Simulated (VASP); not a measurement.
# Ga (Cmce) in VASP: further runs

The runs below take Ga through relaxation of cell and atoms, with LDA, PBE+D3(BJ), PBEsol.

All numbers are computed with VASP 6.6.1; they aren't measurements. Logs are shortened: lines on timing, memory, paths and dates and some standing lists are left out, and cuts for length are marked.

**1. The structure**

It takes space group Cmce (No. 64, orthorhombic). The conventional cell has a = 4.413 Å, b = 7.500 Å, c = 4.444 Å, α = 90.00°, β = 90.00°, γ = 90.00°. Ga (site symmetry m) is surrounded by 7 Ga at 2.46 to 2.72 Å.

**2. Relaxation of cell and atoms, LDA**

INCAR reads:

```
SYSTEM = Ga
  PREC = Accurate
  ENCUT = 600
  EDIFF = 1E-7
  ISMEAR = 1
  SIGMA = 0.1
  LREAL = .FALSE.
  LASPH = .TRUE.
  NELM = 80
  ALGO = Normal
  ISIF = 3
  LWAVE = .FALSE.
  LCHARG = .FALSE.
  IBRION = 2
  NSW = 90
  EDIFFG = -0.005
  KPAR = 2
```

KPOINTS reads:

```
regular mesh
0
G
  12 12 10
  0 0 0
```

POSCAR reads:

```
Ga                                      
1.0
    2.2067377995     -3.7499646368      0.0000000000
    2.2067377995      3.7499646368     -0.0000000000
    0.0000000000      0.0000000000      4.4439988593
  Ga            
     4
Direct
     0.8439559592285983    0.1560440407714017    0.0840540511582088
     0.6560440407714017    0.3439559592285983    0.5840540511582087
     0.1560440407714017    0.8439559592285983    0.9159459488417913
     0.3439559592285983    0.6560440407714017    0.4159459488417913
```

Potentials or basis: VASP PAW LDA potentials, release 64 (Ga_d).

The run is started by

```console
> cat potpaw_LDA.64/Ga_d/POTCAR > POTCAR
> mpirun -np 2 vasp_std > vasp.out
```

OUTCAR:

```text
SYSTEM = Ga
   PREC = Accurate
   ENCUT = 600
   EDIFF = 1E-7
   ISMEAR = 1
   LREAL = .FALSE.
   LASPH = .TRUE.
   NELM = 80
   ISIF = 3
   IBRION = 2
   NSW = 90
   EDIFFG = -0.005

 ion  position               nearest neighbor table
   1  0.844  0.156  0.084-   3 2.46   2 2.63   2 2.63   4 2.65   4 2.65   3 2.72   3 2.72
   2  0.656  0.344  0.584-   4 2.46   1 2.63   1 2.63   3 2.65   3 2.65   4 2.72   4 2.72
   3  0.156  0.844  0.916-   1 2.46   4 2.63   4 2.63   2 2.65   2 2.65   1 2.72   1 2.72
   4  0.344  0.656  0.416-   2 2.46   3 2.63   3 2.63   1 2.65   1 2.65   2 2.72   2 2.72

  LATTYP: Found a base centered orthorhombic cell.
 ALAT       =     4.4134755990
 B/A-ratio  =     1.6993249663
 C/A-ratio  =     1.0069159237

  Lattice vectors:

 A1 = (   2.2067377995,  -3.7499646368,   0.0000000000)
 A2 = (   2.2067377995,   3.7499646368,   0.0000000000)
 A3 = (   0.0000000000,   0.0000000000,   4.4439988593)

Analysis of symmetry for initial positions (statically):
=====================================================================
 Subroutine PRICEL returns:
 Original cell was already a primitive cell.

 Routine SETGRP: Setting up the symmetry group for a
 base centered orthorhombic supercell.

 Subroutine GETGRP returns: Found  8 space group operations
 (whereof  4 operations were pure point group operations)
 out of a pool of  8 trial point group operations.

The static configuration has the point symmetry C_2h.
 The point group associated with its full space group is D_2h.

Analysis of symmetry for dynamics (positions and initial velocities):
=====================================================================
 Subroutine PRICEL returns:
 Original cell was already a primitive cell.

 Routine SETGRP: Setting up the symmetry group for a
 base centered orthorhombic supercell.

 Subroutine GETGRP returns: Found  8 space group operations
 (whereof  4 operations were pure point group operations)
 out of a pool of  8 trial point group operations.

The dynamic configuration has the point symmetry C_2h.
 The point group associated with its full space group is D_2h.

 Subroutine INISYM returns: Found  8 space group operations
 (whereof  4 operations are pure point group operations),
 and found     1 'primitive' translations

----------------------------------------------------------------------------------------

                                     Primitive cell

  volume of cell :      73.5499

  direct lattice vectors                    reciprocal lattice vectors
     2.206737799 -3.749964637  0.000000000     0.226578799 -0.133334591  0.000000000
     2.206737799  3.749964637  0.000000000     0.226578799  0.133334591  0.000000000
     0.000000000  0.000000000  4.443998859     0.000000000  0.000000000  0.225022560

  length of vectors
     4.351083370  4.351083370  4.443998859     0.262899344  0.262899344  0.225022560

  position of ions in fractional coordinates (direct lattice)
     0.843955959  0.156044041  0.084054051
     0.656044041  0.343955959  0.584054051
     0.156044041  0.843955959  0.915945949
     0.343955959  0.656044041  0.415945949

  ion indices of the primitive-cell ions
   primitive index   ion index
                 1           1
                 2           2
                 3           3
                 4           4

----------------------------------------------------------------------------------------

 KPOINTS: regular mesh

Automatic generation of k-mesh.
 Grid dimensions read from file:
 generate k-points for:   12   12   10

 Generating k-lattice:

  Cartesian coordinates                     Fractional coordinates (reciprocal lattice)
     0.018881567 -0.011111216  0.000000000     0.083333333 -0.000000000  0.000000000
[... 69 lines left out ...]
   PSTRESS=    0.0 pullay stress
   NELECT =      52.0000    total number of electrons
   NUPDOWN=      -1.0000    fix difference up-down
   EMIN   =  10.00;   EMAX   =-10.00  energy-range for DOS
   EFERMI =   0.00;   METHOD = LEGACY
   ISMEAR =     1;   SIGMA  =   0.10  broadening in eV -4-tet -1-fermi 0-gaus
   EFERMI_NEDOS =   21; number of points for ismear=-14 and -15
   IALGO  =     38    algorithm
   IMIX   =      4    mixing-type and parameters
     AMIX     =   0.40;   BMIX     =  1.00
     AMIX_MAG =   1.60;   BMIX_MAG =  1.00
  volume/ion in A,a.u.               =      18.39       124.08
  Fermi-wavevector in a.u.,A,eV,Ry     =   1.458418  2.756010 28.939359  2.126983
  Thomas-Fermi vector in A             =   2.575105
   LORBIT       =      0    0 simple, 1 ext, 2 COOP (PROOUT), +10 PAW based schemes
   GGA     = CA    functional components
   LHFCALC =     F    Hartree Fock is set to
   AEXX    =    0.0000 exact exchange contribution
   IVDW    =     0    specifies the selected vdW correction
   LEPSILON=     F    determine dielectric tensor
   LRPA    =     F    only Hartree local field effects (RPA)
 conjugate gradient relaxation of ions
 non-spin polarized calculation
 Methfessel and Paxton  Order N= 1 SIGMA  =   0.10
  energy-cutoff  :      600.00
  volume of cell :       73.55
 maximum number of plane-waves:      2475
   NGX = 17   NGY = 17   NGZ = 17

--------------------------------------- Ionic step        1  -------------------------------------------

 number of electron      51.9999991 magnetization

 Free energy of the ion-electron system (eV)
  ---------------------------------------------------
  ext. energy  EPLUGINS =         0.00000000
  ---------------------------------------------------
  free energy    TOTEN  =       -14.43279333 eV

  energy without entropy =      -14.43288512  energy(sigma->0) =      -14.43282392

------------------------ aborting loop because EDIFF is reached ----------------------------------------

  FORCE on cell =-STRESS in cart. coord.  units (eV):
  Direction    XX          YY          ZZ          XY          YZ          ZX
  --------------------------------------------------------------------------------------
  -------------------------------------------------------------------------------------
  Total        0.0419034      0.0183794      0.0100242      0.0000000      0.0000000      0.0000000
  in kB        0.9128051      0.4003683      0.2183629      0.0000000      0.0000000      0.0000000
  external PRESSURE =       0.5105121 kB  Pullay stress =       0.0000000 kB

 VOLUME and BASIS-vectors are now :
 -----------------------------------------------------------------------------
  energy-cutoff  :      600.00
  volume of cell :       73.55
      direct lattice vectors                 reciprocal lattice vectors
     2.206737799 -3.749964637  0.000000000     0.226578799 -0.133334591  0.000000000
     2.206737799  3.749964637  0.000000000     0.226578799  0.133334591  0.000000000
     0.000000000  0.000000000  4.443998859     0.000000000  0.000000000  0.225022560

 POSITION                                       TOTAL-FORCE (eV/Angst)
 -----------------------------------------------------------------------------------
      2.20674     -2.57965      0.37354         0.000000     -0.006977      0.002210
      2.20674     -1.17032      2.59554         0.000000      0.006977      0.002210
      2.20674      2.57965      4.07046         0.000000      0.006977     -0.002210
      2.20674      1.17032      1.84846         0.000000     -0.006977     -0.002210
 -----------------------------------------------------------------------------------
    total drift:                                0.000000     -0.000000      0.000000

  FREE ENERGIE OF THE ION-ELECTRON SYSTEM (eV)
  ---------------------------------------------------
  free  energy   TOTEN  =       -14.4327933271 eV

  energy  without entropy=      -14.4328851175  energy(sigma->0) =      -14.43282392

--------------------------------------- Ionic step        2  -------------------------------------------

 number of electron      51.9999991 magnetization

 Free energy of the ion-electron system (eV)
  ---------------------------------------------------
  ext. energy  EPLUGINS =         0.00000000
  ---------------------------------------------------
  free energy    TOTEN  =       -14.43281611 eV

  energy without entropy =      -14.43290976  energy(sigma->0) =      -14.43284732

 E-fermi :   5.2917     XC(G=0): -11.2870

 val. band max:        5.2723627776   @ k =  -0.2500   0.1667   0.3000
 cond. band min:       5.2932278159   @ k =  -0.3333   0.1667   0.1000
 fundamental gap:      0.0208650384
 Fermi energy:         5.2917222124

 k-point     1 :       0.0000    0.0000    0.0000
  band No.  band energies     occupation
      1     -10.0027      2.00000
      2      -9.9908      2.00000
      3      -9.9505      2.00000
      4      -9.9337      2.00000
      5      -9.9148      2.00000
      6      -9.8880      2.00000
[... 805 lines left out ...]
     30       8.7181      0.00000
     31       9.6516      0.00000

 [... further k-points ...]

------------------------ aborting loop because EDIFF is reached ----------------------------------------

  FORCE on cell =-STRESS in cart. coord.  units (eV):
  Direction    XX          YY          ZZ          XY          YZ          ZX
  --------------------------------------------------------------------------------------
  -------------------------------------------------------------------------------------
  Total       -0.0036551     -0.0025829     -0.0182556      0.0000000      0.0000000      0.0000000
  in kB       -0.0795544     -0.0562160     -0.3973345      0.0000000      0.0000000      0.0000000
  external PRESSURE =      -0.1777016 kB  Pullay stress =       0.0000000 kB

 VOLUME and BASIS-vectors are now :
 -----------------------------------------------------------------------------
  energy-cutoff  :      600.00
  volume of cell :       73.61
      direct lattice vectors                 reciprocal lattice vectors
     2.207853047 -3.750795882 -0.000000000     0.226464348 -0.133305041  0.000000000
     2.207853047  3.750795882  0.000000000     0.226464348  0.133305041 -0.000000000
     0.000000000  0.000000000  4.444536133     0.000000000 -0.000000000  0.224995358

 POSITION                                       TOTAL-FORCE (eV/Angst)
 -----------------------------------------------------------------------------------
      2.20785     -2.58055      0.37369         0.000000     -0.000655      0.002952
      2.20785     -1.17024      2.59596         0.000000      0.000655      0.002952
      2.20785      2.58055      4.07085         0.000000      0.000655     -0.002952
      2.20785      1.17024      1.84858         0.000000     -0.000655     -0.002952
 -----------------------------------------------------------------------------------
    total drift:                                0.000000     -0.000000      0.000000

  FREE ENERGIE OF THE ION-ELECTRON SYSTEM (eV)
  ---------------------------------------------------
  free  energy   TOTEN  =       -14.4328161073 eV

  energy  without entropy=      -14.4329097596  energy(sigma->0) =      -14.43284732

 reached required accuracy - stopping structural energy minimisation
```

Wall time 2.7 min (2 MPI ranks of Intel Xeon 6975P-C (Granite Rapids), shared host); peak memory 0.56 GiB.

What came out:

- Free energy: -14.4328 eV
- Relaxed volume: 18.40 Å³/atom
- Relaxed cell: a = 4.352 Å, b = 4.352 Å, c = 4.445 Å, α = 90.00°, β = 90.00°, γ = 119.03°
- Space group after relaxing (to 0.05 Å): Cmce (No. 64)
- Energy gained by relaxing: 0.0 meV/atom
- Ionic steps: 2
- Pressure after relaxing: 0.0 GPa
- Largest force after relaxing: 0.003 eV/Å
- Band gap on the k mesh: none (metal or under the smearing width)

Forces on the atoms (eV/Å):
```
Ga   0.000 -0.001  0.003
Ga   0.000  0.001  0.003
Ga   0.000  0.001 -0.003
Ga   0.000 -0.001 -0.003
```

Final structure:
```cif
data_structure
_symmetry_space_group_name_H-M 'P 1'
_symmetry_Int_Tables_number 1
_cell_length_a 4.3524
_cell_length_b 4.3524
_cell_length_c 4.4445
_cell_angle_alpha 90.000
_cell_angle_beta 90.000
_cell_angle_gamma 119.035
_cell_volume 73.61
loop_
_atom_site_label
_atom_site_type_symbol
_atom_site_fract_x
_atom_site_fract_y
_atom_site_fract_z
_atom_site_occupancy
Ga1 Ga 0.84400 0.15600 0.08408 1
Ga2 Ga 0.65600 0.34400 0.58408 1
Ga3 Ga 0.15600 0.84400 0.91592 1
Ga4 Ga 0.34400 0.65600 0.41592 1
```

Levels at points of the mesh, in eV from the Fermi level:
```tsv
k point	band 23	band 24	band 25	band 26	band 27	band 28	band 29	band 30
(0.00, 0.00, 0.00)	-3.87	-1.79	-1.58	-0.74	0.98	1.10	1.13	5.39
(0.50, 0.00, 0.00)	-3.46	-3.46	-1.44	-1.44	0.80	0.80	4.39	4.39
(0.50, 0.50, 0.00)	-4.07	-3.42	-1.72	-1.61	1.15	1.23	3.60	3.96
(0.00, 0.00, 0.50)	0.01	0.01	0.09	0.09	0.14	0.14	2.17	2.17
(0.50, 0.00, 0.50)	-6.47	-6.47	-1.58	-1.58	0.61	0.61	7.57	7.57
(0.50, 0.50, 0.50)	-5.48	-5.48	-1.31	-1.31	-0.89	-0.89	6.98	6.98
```

**3. Relaxation of cell and atoms, PBE+D3(BJ)**

This run uses another cell than the first one, of 19.59 Å³/atom, 1.066 times its volume.

INCAR reads:

```
PREC = Accurate ; ENCUT = 600
EDIFF = 1E-6 ; ISMEAR = 1
SIGMA = 0.1 ; LREAL = False
LASPH = True ; NELM = 80
ALGO = Normal ; ISIF = 3
LWAVE = False ; LCHARG = False
GGA = PE ; IVDW = 12
IBRION = 2 ; NSW = 90
EDIFFG = -0.01 ; KPAR = 2
```

KPOINTS reads:

```
regular mesh
0
Gamma
  12 12 10
```

POSCAR reads:

```
Ga
1.0
    2.2615000000     -3.8305000000      0.0000000000
    2.2615000000      3.8305000000      0.0000000000
    0.0000000000      0.0000000000      4.5240000000
Ga
4
Direct
    0.8451000000      0.1549000000      0.0810000000
    0.6549000000      0.3451000000      0.5810000000
    0.1549000000      0.8451000000      0.9190000000
    0.3451000000      0.6549000000      0.4190000000
```

Potentials or basis: VASP PAW PBE potentials, release 64 (Ga_d).

The run is started by

```console
> cat potpaw_PBE.64/Ga_d/POTCAR > POTCAR
> mpirun -np 2 vasp_std > vasp.out
```

It took 18 min on 2 MPI ranks of Intel Xeon Platinum 8488C (Sapphire Rapids), shared host; peak memory 0.64 GiB.

It converged, with:

```
Free energy                            : -12.7979 eV
Relaxed volume                         : 19.41 Å³/atom
Relaxed cell                           : a = 4.434 Å, b = 4.434 Å, c = 4.521 Å, α = 90.00°, β = 90.00°, γ = 119.11°
Space group after relaxing (to 0.05 Å) : Cmce (No. 64)
Energy gained by relaxing              : 1.0 meV/atom
Ionic steps                            : 8
Pressure after relaxing                : 0.0 GPa
Largest force after relaxing           : 0.009 eV/Å
Band gap on the k mesh                 : none (metal or under the smearing width)
Dispersion energy per atom             : -0.299 eV
```

Forces in eV/Å, atoms in the order of the input:
```
Ga   0.000 -0.002  0.009
Ga   0.000  0.002  0.009
Ga   0.000  0.002 -0.009
Ga   0.000 -0.002 -0.009
```

The path:
```csv
step,energy change (eV),largest force (eV/Å),pressure (GPa),volume (Å³)
1,0.0000,0.1351,-0.50,78.38
2,-0.0035,0.0101,-0.04,77.69
3,-0.0035,0.0111,-0.03,77.70
4,-0.0037,0.0112,0.05,77.63
5,-0.0038,0.0114,0.03,77.59
6,-0.0037,0.0135,0.17,77.50
7,-0.0038,0.0131,0.06,77.57
8,-0.0039,0.0093,0.02,77.65
```

Final structure:
```
Ga
1.0
     2.24662   -3.82215    0.00000
     2.24662    3.82215    0.00000
     0.00000    0.00000    4.52117
Ga
4
Cartesian
  2.2466 -2.6306 0.3700
  2.2466 -1.1916 2.6306
  2.2466 2.6306 4.1511
  2.2466 1.1916 1.8905
```

Levels at points of the mesh, in eV from the Fermi level:
```csv
k point,band 23,band 24,band 25,band 26,band 27,band 28,band 29,band 30
"(0.00, 0.00, 0.00)",-3.73,-1.69,-1.66,-0.72,0.97,0.97,1.15,5.15
"(0.50, 0.00, 0.00)",-3.42,-3.42,-1.34,-1.34,0.76,0.76,4.19,4.19
"(0.50, 0.50, 0.00)",-4.08,-3.24,-1.74,-1.53,1.13,1.24,3.42,3.82
"(0.00, 0.00, 0.50)",-0.08,-0.08,0.05,0.05,0.10,0.10,2.09,2.09
"(0.50, 0.00, 0.50)",-6.24,-6.24,-1.51,-1.51,0.57,0.57,7.27,7.27
"(0.50, 0.50, 0.50)",-5.34,-5.34,-1.22,-1.22,-0.86,-0.86,6.71,6.71
```

Caveat: pairwise dispersion overbinds metals, which lowers pressure and volume.

**4. Relaxation of cell and atoms, PBE+D3(BJ)**

This run uses another cell than the first one, of 19.41 Å³/atom, 1.056 times its volume.

INCAR reads:

```
PREC = Accurate ; ENCUT = 600
EDIFF = 1E-7 ; ISMEAR = 1
SIGMA = 0.1 ; LREAL = False
LASPH = True ; NELM = 80
ALGO = Normal ; ISIF = 3
LWAVE = False ; LCHARG = False
GGA = PE ; IVDW = 12
IBRION = 2 ; NSW = 90
EDIFFG = -0.005 ; KPAR = 2
```

KPOINTS is that of step 3.

POSCAR reads:

```
Ga                                      
1.0
    2.2466194458     -3.8221540705     -0.0000000000
    2.2466194458      3.8221540705      0.0000000000
    0.0000000000     -0.0000000000      4.5211696253
  Ga            
     4
Direct
     0.8441232238196700    0.1558767761803301    0.0818479218235132
     0.6558767761803300    0.3441232238196699    0.5818479218235131
     0.1558767761803301    0.8441232238196700    0.9181520781764869
     0.3441232238196699    0.6558767761803300    0.4181520781764868
```

The run is started by

```console
> cat potpaw_PBE.64/Ga_d/POTCAR > POTCAR
> mpirun -np 2 vasp_std > vasp.out
```

Run time: 11 min. Hardware: 2 MPI ranks of Intel Xeon Platinum 8488C (Sapphire Rapids), shared host; peak memory 0.62 GiB.

Results (log left out):

- Free energy: -12.7977 eV
- Relaxed volume: 19.43 Å³/atom
- Relaxed cell: a = 4.435 Å, b = 4.435 Å, c = 4.520 Å, α = 90.00°, β = 90.00°, γ = 119.09°
- Space group after relaxing (to 0.05 Å): Cmce (No. 64)
- Energy gained by relaxing: 0.0 meV/atom
- Ionic steps: 4
- Pressure after relaxing: 0.0 GPa
- Largest force after relaxing: 0.005 eV/Å
- Band gap on the k mesh: none (metal or under the smearing width)
- Dispersion energy per atom: -0.298 eV

Forces on the atoms (eV/Å):
```
Ga   0.000  0.000  0.005
Ga   0.000  0.000  0.005
Ga   0.000  0.000 -0.005
Ga   0.000  0.000 -0.005
```

Final structure:
```yaml
crystal:
  lattice:
    - [2.24819, -3.82328, 0.00000]
    - [2.24819, 3.82328, 0.00000]
    - [0.00000, 0.00000, 4.52050]
  atoms:
    - { symbol: Ga, position: [0.84419, 0.15581, 0.08234] }
    - { symbol: Ga, position: [0.65581, 0.34419, 0.58234] }
    - { symbol: Ga, position: [0.15581, 0.84419, 0.91766] }
    - { symbol: Ga, position: [0.34419, 0.65581, 0.41766] }
```

Levels at points of the mesh, in eV from the Fermi level:
| k point | band 24 | band 25 | band 26 | band 27 | band 28 | band 29 |
| --- | --- | --- | --- | --- | --- | --- |
| (0.00, 0.00, 0.00) | -1.68 | -1.67 | -0.72 | 0.97 | 0.98 | 1.14 |
| (0.50, 0.00, 0.00) | -3.42 | -1.33 | -1.33 | 0.77 | 0.77 | 4.18 |
| (0.50, 0.50, 0.00) | -3.24 | -1.73 | -1.52 | 1.13 | 1.24 | 3.42 |
| (0.00, 0.00, 0.50) | -0.08 | 0.05 | 0.05 | 0.11 | 0.11 | 2.09 |
| (0.50, 0.00, 0.50) | -6.24 | -1.51 | -1.51 | 0.57 | 0.57 | 7.27 |
| (0.50, 0.50, 0.50) | -5.33 | -1.22 | -1.22 | -0.86 | -0.86 | 6.72 |

Caveat: pairwise dispersion overbinds metals, which lowers pressure and volume.

(Continued in part 2 of 2.)
